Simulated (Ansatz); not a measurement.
# Bi (P2/m) in Ansatz: a series of runs

Runs on Bi. Level: PBEsol. Tasks: relaxation of cell and atoms.

Everything below comes from runs of Ansatz 0.2.0. Logs are shortened: lines on timing, memory, paths and dates and some standing lists are left out, and cuts for length are marked.

**1. Starting point**

The structure is monoclinic, space group P2/m (No. 10). The conventional cell has a = 3.238 Å, b = 3.222 Å, c = 6.444 Å, α = 90.00°, β = 90.72°, γ = 90.00°. Bi (site symmetry m) is surrounded by 6 Bi at 3.22 to 3.24 Å.

This isn't the form of Bi at room conditions, which is rhombohedral.

**2. Relaxation of cell and atoms, PBEsol, target pressure 5 GPa, at which the enthalpy is minimised**

input.yaml reads:

```yaml
crystal:
  lattice:
    - [3.238376246, 0.0, 0.0]
    - [0.0, 3.22164332, 0.0]
    - [-0.0804548793, 0.0, 6.4438887882]
  atoms:
    - { symbol: Bi, position: [0.54424725, 0.0, 0.74957789] }
    - { symbol: Bi, position: [0.45575275, 0.0, 0.25042211] }
hamiltonian:
  xc: pbesol
  pseudopotentials: { kind: paw }
kpoints:
  mp_grid: { grid: [8, 8, 4] }
scf:
  occupations: { method: fermi_dirac, width: 0.05 }
output:
  forces: true
  stress: true
  eigenvalues: true
relax:
  f_tol: 0.01
  max_steps: 40
  cell: { stress_tol: 0.05, p_target: 5.0 }
```

Potentials or basis: Ansatz PAW.

The run is started by

```console
$ ansatz run input.yaml --threads 2 --pin off --max-ram 5632MiB --backend cpu --events-out ev --progress --plain --runs-dir out
```

Output:

```text
Warning: RAYON_NUM_THREADS=2 ignored (pool sized by the plan → 2); use --threads N
Engine: ansatz 0.2.0, aarch64-unknown-linux-gnu
Pseudopotentials: kind: paw
Pseudopotential: Bi, paw, valence charge 15, recommended cutoff 420 eV (normal), Bi.paw.azcp
Functional definition: PBEsol
  exchange = pbesol_x
  correlation = pbesol_c
Crystal: 2 atoms, lattice volume = 67.228 Å³
Basis set: ecut = 420 eV, 1307 PW (Γ), exchange–correlation on 48×48×90 points (8 copies of the dense FFT grid, shifted against one another)
Bands: 19, of which v1, the nominal top of the filled ones, is band 15 counted from 1 (14 counted from 0)
Symmetry: 4 space group operations
Space group: P2/m (ITA 10), of the structure as read, at distance tolerance 4.1e-5 Å
k-points: 90 of 256
Non-local potential: Bi, projectors of the file, l = 0: 2, l = 1: 2, l = 2: 2, l = 3: 2
PAW form: soft (Blöchl's): semilocal exchange-correlation on the pseudo side does not see the compensation charge
PAW frozen core: Bi, regenerated for the run's functional, and the local potential with it (the file was generated under x = pbe(κ = 0.804, μ = 0.2195149727645171), c = pbe(β = 0.06672455060314922))
PAW one-centre angular grid: Bi, 590 points (default); XC on 64 Gauss nodes
Initial density: superposition of atomic densities (neutral atoms: chi_scale 0, normalization atom), corrected by the library's trained network
Initial wavefunctions: pseudopotential atomic-orbital guess
Functional: x = pbesol(κ = 0.804, μ = 0.12345679012345678), c = pbesol(β = 0.046)
SCF iter   1: F=—  HF=-24483.933527 eV  |F-HF|=—  |Δ(HF+E_count)|=         —  Δρ=1.75e-3  dr2=2.46e-3  ethr=1.77e-3  ⟨swp⟩=6.1  Hψ=8167  notcnv=0
preconditioner: auto → Kerker (q_TF=auto, 2.385 Å⁻¹)  [metal: Δε(μ)=0.011 eV  Ē_g=20.466 eV  σ=0.050 eV  W_gap=0.06  n_scr=16 (ndim 8)  ℏωp=24.8 eV  f_vac=0.000  D(μ)=1.84/eV (n_scr^D=16)]
SCF iter   2: F=—  HF=-24483.932084 eV  |F-HF|=—  |Δ(HF+E_count)|=   1.44e-3  Δρ=1.13e-3  dr2=1.21e-3  ethr=8.21e-6  ⟨swp⟩=2.7  Hψ=3935  notcnv=0  defer=1
SCF iter   3: F=—  HF=-24483.931815 eV  |F-HF|=—  |Δ(HF+E_count)|=   2.69e-4  Δρ=4.67e-4  dr2=1.10e-4  ethr=4.03e-6  ⟨swp⟩=2.0  Hψ=3049  notcnv=0  defer=1
SCF iter   4: F=—  HF=-24483.931852 eV  |F-HF|=—  |Δ(HF+E_count)|=   3.68e-5  Δρ=4.84e-4  dr2=1.45e-4  ethr=3.65e-7  ⟨swp⟩=2.0  Hψ=3052  notcnv=0  defer=1
SCF iter   5: F=—  HF=-24483.931782 eV  |F-HF|=—  |Δ(HF+E_count)|=   6.96e-5  Δρ=8.95e-5  dr2=5.22e-6  ethr=3.65e-7  ⟨swp⟩=2.0  Hψ=3049  notcnv=0  defer=1
SCF iter   6: F=—  HF=-24483.931773 eV  |F-HF|=—  |Δ(HF+E_count)|=   9.93e-6  Δρ=1.73e-5  dr2=1.59e-7  ethr=1.74e-8  ⟨swp⟩=2.0  Hψ=3042  notcnv=0  defer=1
SCF iter   7: F=-24483.931773 eV  HF=-24483.931773 eV  |F-HF|=4.07e-10  |Δ(HF+E_count)|=   4.04e-8  Δρ=1.43e-6  dr2=1.76e-9  ethr=3.33e-10  ⟨swp⟩=7.1  Hψ=8993  notcnv=0
SCF 1 converged in 7 iterations: F = -24483.931773 eV  dr2 = 1.76e-9
relax step   1: F+E_penalty+E_count = -24483.93177251 eV  Δ(F+E_penalty+E_count) = +0.000e0 eV  max|allowed force component| = 1.230e-2 eV/Å  Δτ_max = 0.0000 Å  P = -0.454 GPa  Ω = 67.228 Å³  (7 SCF iters, dr2 threshold 1.00e-7 eV, accepted)
Crystal: 2 atoms, lattice volume = 58.779 Å³
Basis set: ecut = 420 eV, 1173 PW (Γ), exchange–correlation on 48×48×90 points (8 copies of the dense FFT grid, shifted against one another)
Initial density: handed on by an earlier stage of this run
Initial wavefunctions: those handed on with the density
iter 1 solved again at ethr=1.45e-5 eV; its pass at ethr=3.10e-3 eV (dr2=4.34e-3 eV) is discarded
SCF iter   1: F=—  HF=-24483.742083 eV  |F-HF|=—  |Δ(HF+E_count)|=         —  Δρ=2.52e-3  dr2=4.07e-3  ethr=1.45e-5  ⟨swp⟩=3.0  Hψ=12612  notcnv=0
preconditioner: auto → Kerker (q_TF=auto, 2.439 Å⁻¹)  [metal: Δε(μ)=0.005 eV  Ē_g=21.044 eV  σ=0.050 eV  W_gap=0.02  n_scr=16 (ndim 8)  ℏωp=26.5 eV  f_vac=0.000  D(μ)=1.58/eV (n_scr^D=8)]
SCF iter   2: F=—  HF=-24483.741501 eV  |F-HF|=—  |Δ(HF+E_count)|=   5.82e-4  Δρ=1.68e-3  dr2=1.99e-3  ethr=1.36e-5  ⟨swp⟩=1.0  Hψ=1710  notcnv=0
SCF iter   3: F=—  HF=-24483.741156 eV  |F-HF|=—  |Δ(HF+E_count)|=   3.45e-4  Δρ=3.33e-4  dr2=1.07e-4  ethr=6.65e-6  ⟨swp⟩=1.0  Hψ=1710  notcnv=0
SCF iter   4: F=—  HF=-24483.741138 eV  |F-HF|=—  |Δ(HF+E_count)|=   1.85e-5  Δρ=9.30e-5  dr2=4.64e-6  ethr=3.55e-7  ⟨swp⟩=2.5  Hψ=2979  notcnv=0
SCF iter   5: F=—  HF=-24483.741138 eV  |F-HF|=—  |Δ(HF+E_count)|=   6.87e-7  Δρ=3.29e-5  dr2=4.99e-7  ethr=1.55e-8  ⟨swp⟩=2.5  Hψ=2283  notcnv=0
SCF iter   6: F=-24483.741138 eV  HF=-24483.741138 eV  |F-HF|=6.76e-9  |Δ(HF+E_count)|=   2.10e-7  Δρ=4.94e-6  dr2=1.00e-8  ethr=6.67e-10  ⟨swp⟩=6.2  Hψ=8514  notcnv=0
[... 90 lines left out ...]
iter 1 solved again at ethr=4.90e-8 eV; its pass at ethr=3.10e-3 eV (dr2=1.47e-5 eV) is discarded
SCF iter   1: F=—  HF=-24483.880026 eV  |F-HF|=—  |Δ(HF+E_count)|=         —  Δρ=1.54e-4  dr2=1.29e-5  ethr=4.90e-8  ⟨swp⟩=3.2  Hψ=10212  notcnv=0
preconditioner: auto → Kerker (q_TF=auto, 2.433 Å⁻¹)  [metal: Δε(μ)=0.071 eV  Ē_g=20.845 eV  σ=0.050 eV  W_gap=0.32  n_scr=16 (ndim 8)  ℏωp=26.3 eV  f_vac=0.000  D(μ)=0.82/eV (n_scr^D=2)]
SCF iter   2: F=—  HF=-24483.880031 eV  |F-HF|=—  |Δ(HF+E_count)|=   5.68e-6  Δρ=9.74e-5  dr2=5.33e-6  ethr=4.29e-8  ⟨swp⟩=1.0  Hψ=1714  notcnv=0
SCF iter   3: F=—  HF=-24483.880022 eV  |F-HF|=—  |Δ(HF+E_count)|=   9.36e-6  Δρ=1.32e-5  dr2=1.58e-7  ethr=1.78e-8  ⟨swp⟩=1.0  Hψ=1754  notcnv=0
SCF iter   4: F=—  HF=-24483.880022 eV  |F-HF|=—  |Δ(HF+E_count)|=   5.37e-8  Δρ=5.35e-6  dr2=2.48e-8  ethr=5.27e-10  ⟨swp⟩=2.3  Hψ=2414  notcnv=0
SCF iter   5: F=-24483.880022 eV  HF=-24483.880022 eV  |F-HF|=6.18e-11  |Δ(HF+E_count)|=   1.67e-9  Δρ=1.49e-6  dr2=1.20e-9  ethr=2.27e-11  ⟨swp⟩=6.4  Hψ=8309  notcnv=0
SCF 11 converged in 5 iterations: F = -24483.880022 eV  dr2 = 1.20e-9
relax step  11: F+E_penalty+E_count = -24483.88002180 eV  Δ(F+E_penalty+E_count) = +1.600e-4 eV  max|allowed force component| = 2.274e-3 eV/Å  Δτ_max = 0.0066 Å  P = +4.988 GPa  Ω = 59.706 Å³  energy of the carried Pulay correction = +1.305e-3 eV  (5 SCF iters, dr2 threshold 6.81e-9 eV, accepted)
Basis set: ecut = 420 eV, 1175 PW (Γ), exchange–correlation on 48×48×80 points (8 copies of the dense FFT grid, shifted against one another)
Initial wavefunctions: pseudopotential atomic-orbital guess (no wavefunctions were taken with the density)
iter 1 solved again at ethr=1.33e-7 eV; its pass at ethr=3.10e-3 eV (dr2=4.00e-5 eV) is discarded
SCF iter   1: F=—  HF=-24483.878839 eV  |F-HF|=—  |Δ(HF+E_count)|=         —  Δρ=1.37e-4  dr2=2.27e-6  ethr=1.33e-7  ⟨swp⟩=3.7  Hψ=13242  notcnv=0
preconditioner: auto → Kerker (q_TF=auto, 2.433 Å⁻¹)  [metal: Δε(μ)=0.071 eV  Ē_g=20.846 eV  σ=0.050 eV  W_gap=0.32  n_scr=16 (ndim 8)  ℏωp=26.3 eV  f_vac=0.000  D(μ)=0.82/eV (n_scr^D=2)]
SCF iter   2: F=—  HF=-24483.878832 eV  |F-HF|=—  |Δ(HF+E_count)|=   7.88e-6  Δρ=7.14e-5  dr2=5.58e-7  ethr=7.58e-9  ⟨swp⟩=2.7  Hψ=3088  notcnv=0
SCF iter   3: F=—  HF=-24483.878832 eV  |F-HF|=—  |Δ(HF+E_count)|=   2.29e-7  Δρ=7.58e-6  dr2=8.43e-9  ethr=1.86e-9  ⟨swp⟩=3.0  Hψ=3224  notcnv=0
SCF iter   4: F=—  HF=-24483.878832 eV  |F-HF|=—  |Δ(HF+E_count)|=   3.05e-9  Δρ=5.11e-7  dr2=1.59e-10  ethr=2.81e-11  ⟨swp⟩=2.0  Hψ=2187  notcnv=0
SCF iter   5: F=-24483.878832 eV  HF=-24483.878832 eV  |F-HF|=3.64e-12  |Δ(HF+E_count)|=  1.71e-10  Δρ=1.23e-7  dr2=9.11e-12  ethr=1.00e-12  ⟨swp⟩=7.7  Hψ=10294  notcnv=0
SCF 12 converged in 5 iterations: F = -24483.878832 eV  dr2 = 9.11e-12
relax step  12: F+E_penalty+E_count = -24483.87883180 eV  Δ(F+E_penalty+E_count) = +1.190e-3 eV  max|allowed force component| = 2.195e-3 eV/Å  Δτ_max = 0.0000 Å  P = +4.984 GPa  Ω = 59.706 Å³  stress off target by 3.97e-2 GPa  SCF on the basis re-selected at this cell (its energy is not comparable with the rows above)  (5 SCF iters)
basis re-selected at this cell: Δ(F+E_penalty+E_count) = +1.190e-3 eV, ΔP = -0.004 GPa vs the last step (what re-selecting the basis moved, of the pressure what is left beyond the Pulay correction that the steps carried, after the strain that the cell walked since its last selection, with what the two solves' SCF thresholds leave and, on support functions, any second-order correction that the steps lacked; it is no measure of the basis error at this ecutwfc). The dense FFT grid was sized anew with the basis: this SCF ran on 24×24×40 points, the steps before it on 24×24×45, so part of this shift can come from that change (see relax.cell in the input reference). This SCF's stress stands 3.97e-2 GPa from its target on what of the cell is left free (relax.cell.stress_tol is 5.00e-2 GPa) and its largest allowed force component is 2.20e-3 eV/Å (relax.f_tol is 1.00e-2 eV/Å): within both
SCF converged after 5 iterations
Free energy (F): -24483.878832 eV
Harris-Foulkes:  -24483.878832 eV  (|F-HF|=3.64e-12)
Internal energy: -24483.871981 eV  (E = F + TS)
E sigma→0 (E₀):  -24483.875407 eV
Entropy (-TS):   -0.006850 eV (-3.425 meV/atom)
Fermi energy:    12.340755 eV
--- Per-component energies (eV) ---
  E_band       = -149.940238
  E_kinetic    = 608.056773
  E_local      = -2803.527985  (includes V_loc(G=0)·N_el)
  E_nonlocal   = 1123.598275
  E_hartree    = 893.213786
  E_xc         = -302.215642
  E_vxc        = -290.489290  (∫ρ·V_xc dr)
  E_paw        = -21018.783576  (= ΣΔE_a)
  E_vpaw       = -574.004668  (= ΣTr[D̂ρ^β])
  E_aug_tail   = -0.000923  (compensation charges beyond the density's cutoff)
  E_ewald      = -2984.392196
  E_core_change = 0.179504  (= ΣΔE_core)
  E_smearing   = -0.006850  (= −TS)
  E_closure    = 0.000000  (closes the sum)
  Σ components = -24483.878832   (vs F -24483.878832, Δ=0.00e0)
--- Forces (eV/Å), atoms counted from 1 ---
  atom   1  Bi     0.00219542    -0.00000000    -0.00067976
  atom   2  Bi    -0.00219542     0.00000000     0.00067976
  max |Σ_I F_I| component: 1.08e-19 eV/Å
--- Stress (GPa, compression-positive) ---
        4.960710       0.000000      -0.001980
        0.000000       5.019743      -0.000000
       -0.001980      -0.000000       4.971143
  P = ⅓ Tr σ = 4.9839 GPa (49.839 kbar)
--- Band table (eV; the first three rows and the last of 90) ---
  k-point 0: bands = ["-10.9302", "-10.8982", "-10.7723", "-10.6966", "-10.6804", "-10.6109", "-10.5233", "-10.5072", "-10.5042", "-10.4965", "-1.8118", "1.1284", "6.5272", "14.4435", "15.1927", "16.9618", "16.9820", "18.1193", "19.1897"]
  k-point 1: bands = ["-10.9145", "-10.8951", "-10.7756", "-10.7269", "-10.6414", "-10.5964", "-10.5283", "-10.5193", "-10.5148", "-10.5065", "-1.5406", "0.3974", "7.8742", "14.3502", "14.7952", "15.4990", "16.5296", "17.4833", "19.1334"]
  k-point 2: bands = ["-10.8939", "-10.8939", "-10.7648", "-10.7648", "-10.5769", "-10.5769", "-10.5613", "-10.5612", "-10.5119", "-10.5119", "-0.7506", "-0.7499", "10.8223", "10.8230", "15.5624", "15.5626", "16.3521", "16.3527", "19.5017"]
  k-point 89: bands = ["-10.7889", "-10.7889", "-10.7575", "-10.7575", "-10.6526", "-10.6526", "-10.4648", "-10.4647", "-10.3747", "-10.3747", "3.5544", "3.5552", "8.6456", "8.6458", "9.3629", "9.3635", "14.9299", "14.9303", "15.6556"]
--- Relaxed structure (11 steps of the walk, 11 accepted, 1 SCFs on fresh bases) ---
  F+E_penalty+E_count = -24483.87883180 eV   max|allowed force component| = 2.195e-3 eV/Å   (the final SCF, on the basis selected at the relaxed cell)
  cell:  # Å, volume = 59.7061 Å³
    - [3.2455948976064155, -4.754172806782376e-18, 0.021410890881080093]
    - [-4.729607649517127e-18, 3.1650727879787257, 7.009411459201374e-17]
    - [-0.03802972128447808, 1.4031944391375442e-16, 5.81194619287718]
  atoms:
    - { symbol: Bi, position: [0.7104676088330764, -1.9294244178439172e-19, 0.7500123171556892] }
    - { symbol: Bi, position: [0.28953239116692364, 1.9294244178439172e-19, 0.24998768284431053] }
```

It took 32 s on 2 threads of Arm Neoverse V2, shared host; peak memory 0.39 GiB.

What came out:

| Item | Value |
| --- | --- |
| Free energy | -24483.8788 eV |
| Relaxed volume | 29.85 Å³/atom |
| Relaxed cell | a = 3.246 Å, b = 3.165 Å, c = 5.812 Å, α = 90.00°, β = 90.00°, γ = 90.00° |
| Space group after relaxing (to 0.05 Å) | Pmma (No. 51) |
| Energy change on relaxing (the enthalpy is what falls) | +26.5 meV/atom |
| Ionic steps | 12 |
| Pressure after relaxing | 5.0 GPa |
| Band gap on the k mesh | none (metal or under the smearing width) |

Forces in eV/Å, atoms in the order of the input:
```
Bi   0.002  0.000 -0.001
Bi  -0.002  0.000  0.001
```

Step by step:
```
step  energy change (eV)  largest force (eV/Å)  volume (Å³)
   1              0.0000                0.0128        67.23
   2              0.1906                0.0682        58.78
   3              0.0553                0.0317        61.89
   4              0.0555                0.0307        61.30
   5              0.0508                0.0356        61.14
   6              0.0457                0.0778        60.16
   7              0.0363                0.0104        60.28
   8              0.0632                0.0148        59.36
   9              0.0531                0.0016        59.66
  10              0.0516                0.0021        59.71
  11              0.0518                0.0024        59.71
  12              0.0529                0.0023        59.71
```

Final structure:
```cif
data_structure
_symmetry_space_group_name_H-M 'P 1'
_symmetry_Int_Tables_number 1
_cell_length_a 3.2457
_cell_length_b 3.1651
_cell_length_c 5.8121
_cell_angle_alpha 90.000
_cell_angle_beta 89.997
_cell_angle_gamma 90.000
_cell_volume 59.71
loop_
_atom_site_label
_atom_site_type_symbol
_atom_site_fract_x
_atom_site_fract_y
_atom_site_fract_z
_atom_site_occupancy
Bi1 Bi 0.71047 0.00000 0.75001 1
Bi2 Bi 0.28953 0.00000 0.24999 1
```

Caveat: the plane-wave basis is chosen anew once the cell has moved, so the energies of steps on either side of that aren't comparable; spin-orbit coupling is left out, which moves the levels of the heavy elements; the PAW data sets come from PBE, with cores solved anew for the run's functional, which leaves a small shift of forces and pressure.

**3. Relaxation of cell and atoms, PBEsol, target pressure 10 GPa, at which the enthalpy is minimised**

Edit input.yaml of step 2 so:

```diff
@@ -19,2 +19,6 @@
   eigenvalues: true
+  write_density: true
+  write_potential: true
+  elf: true
+  volumetric_format: npy
 relax:
@@ -22,2 +26,2 @@
   max_steps: 40
-  cell: { stress_tol: 0.05, p_target: 5.0 }
+  cell: { stress_tol: 0.05, p_target: 10.0 }
```

Potentials or basis: Ansatz PAW.

The run is started by

```console
$ ansatz run input.yaml --threads 2 --pin off --max-ram 5632MiB --backend cpu --events-out ev --progress --plain --runs-dir out
```

Wall time 72 s (2 threads of Arm Neoverse V2, shared host); peak memory 0.39 GiB.

It converged, with:

```
Free energy                                            : -24483.7097 eV
Relaxed volume                                         : 28.03 Å³/atom
Relaxed cell                                           : a = 3.256 Å, b = 3.075 Å, c = 5.599 Å, α = 90.00°, β = 90.00°, γ = 90.00°
Space group after relaxing (to 0.05 Å)                 : P6/mmm (No. 191)
Energy change on relaxing (the enthalpy is what falls) : +111.0 meV/atom
Ionic steps                                            : 19
Pressure after relaxing                                : 10.0 GPa
Band gap on the k mesh                                 : none (metal or under the smearing width)
```

The path:
```csv
step,energy change (eV),largest force (eV/Å),volume (Å³)
1,0.0000,0.0128,67.23
2,0.2214,0.0654,58.31
3,0.2249,0.0720,57.98
4,0.2191,0.0980,57.81
5,0.2122,0.0930,57.63
6,0.2091,0.1009,57.41
7,0.2037,0.1334,57.23
8,0.1946,0.1644,57.08
9,0.1935,0.1159,56.79
10,0.2140,0.0094,56.20
11,0.2118,0.0016,56.22
12,0.2131,0.0013,56.20
13,0.2132,0.0042,56.19
14,0.2135,0.0037,56.18
15,0.2204,0.0080,56.06
16,0.2208,0.0042,56.05
17,0.2192,0.0003,56.08
18,0.2204,0.0003,56.06
19,0.2221,0.0003,56.06
```

Final structure:
```
Bi
1.0
     3.25600    0.00000    0.02193
     0.00000    3.07502    0.00000
    -0.03726    0.00000    5.59863
Bi
2
Direct
  0.75033 0.00000 0.75000
  0.24967 0.00000 0.25000
```

Levels at points of the mesh, in eV from the Fermi level:
| k point | band 13 | band 14 | band 15 | band 16 | band 17 | band 18 |
| --- | --- | --- | --- | --- | --- | --- |
| (0.00, 0.00, 0.00) | -6.18 | 1.37 | 3.21 | 4.97 | 5.08 | 5.82 |
| (0.00, 0.00, -0.50) | -1.38 | -1.38 | 2.79 | 2.79 | 4.53 | 4.53 |
| (0.00, -0.50, 0.00) | -6.42 | -3.96 | -3.35 | 2.39 | 3.69 | 7.62 |
| (0.00, -0.50, -0.50) | -5.24 | -5.24 | 1.12 | 1.12 | 5.25 | 5.25 |
| (-0.50, 0.00, 0.00) | -4.40 | -4.40 | -2.08 | -2.07 | 6.51 | 6.52 |
| (-0.50, 0.00, -0.50) | -6.20 | -6.20 | 1.52 | 1.53 | 5.97 | 5.97 |
| (-0.50, -0.50, 0.00) | -3.49 | -3.48 | -2.06 | -2.06 | 0.30 | 0.32 |
| (-0.50, -0.50, -0.50) | -3.97 | -3.97 | -3.41 | -3.41 | 2.36 | 2.36 |

Caveat: the volume moved by over 15 % at a fixed basis, so the end points are rough; the plane-wave basis is chosen anew once the cell has moved, so the energies of steps on either side of that aren't comparable; spin-orbit coupling is left out, which moves the levels of the heavy elements; the PAW data sets come from PBE, with cores solved anew for the run's functional, which leaves a small shift of forces and pressure.

(Continued in part 2 of 2.)
